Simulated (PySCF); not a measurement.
**First-order multiplets**

Structure with atom numbers: `[CH3:1][CH2:2][CH:3]=[O:4]`. Each H is labelled by its parent atom.

Computational details: GFN2-xTB geometry, NMR shieldings at PBE0/pcSseg-1/GIAO, J: B3LYP/pcJ-1 (without the spin–dipole term), in PySCF 2.14.0 with density-fitted response routines (rapidly exchanging positions averaged, isolated molecule, non-relativistic, a single conformation).

δ = σ(ref) − σ, references computed at the same level: ¹H against TMS.

Spectrometer: 400 MHz for ¹H. First-order analysis; couplings under 1 Hz (under 4 Hz in carbon signals) are ignored, and nearly equal couplings are merged; the smaller ones broaden or split the lines further.

Q: What pattern does H(C2) show (¹H)?

A: A quartet at δ 2.43: 7.3 Hz to H(C1) (3 × ¹H, 3 bonds away). Lines in Hz from the centre (relative intensity): +10.9 (1), +3.6 (3), -3.6 (3), -10.9 (1). The outer lines are 21.9 Hz apart, the sum of the couplings kept, or 0.055 ppm at this field.

Q: What pattern does H(C1) show (¹H)?

A: A triplet at δ 1.08: 7.3 Hz to H(C2) (2 × ¹H, 3 bonds away). Lines in Hz from the centre (relative intensity): +7.3 (1), +0.0 (2), -7.3 (1). The outer lines are 14.6 Hz apart, the sum of the couplings kept, or 0.036 ppm at this field.

Unscaled 3J(H,H) at this level run about 10 % above measured values. Couplings across =CH–CH2 type bonds come from one rotamer and its mirror image, and can be 1–2 Hz further off.
